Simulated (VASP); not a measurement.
Crystal: BaF2 (Frankdicksonite).

```
Ba F
1.0
     0.00000    3.08822    3.08822
     3.08822    0.00000    3.08822
     3.08822    3.08822    0.00000
Ba F
1 2
Direct
  0.00000 0.00000 0.00000
  0.25000 0.25000 0.25000
  0.75000 0.75000 0.75000
```

Base run:

* Program: VASP 6.6.1
* Functional: PBE
* Potentials or basis: VASP PAW PBE potentials, release 64 (Ba_sv, F)
* Cutoff: 520 eV
* k mesh: 8 × 8 × 8
* Occupations: gaussian, width 0.03 eV
* Spin: no spin polarisation

Its results: band gap on the k mesh 6.81 eV, indirect (least direct gap 6.90 eV); pressure 3.1 GPa.

Task: The run is repeated on the same cell with these changes: functional from PBE to LDA; potentials or basis from VASP PAW PBE potentials, release 64 (Ba_sv, F) to VASP PAW LDA potentials, release 64 (Ba_sv, F). What comes out?

Result: Band gap on the k mesh 6.43 eV, indirect (least direct gap 6.53 eV); pressure -2.7 GPa.

Caveats: spin-orbit coupling is left out, which moves the levels of the heavy elements.
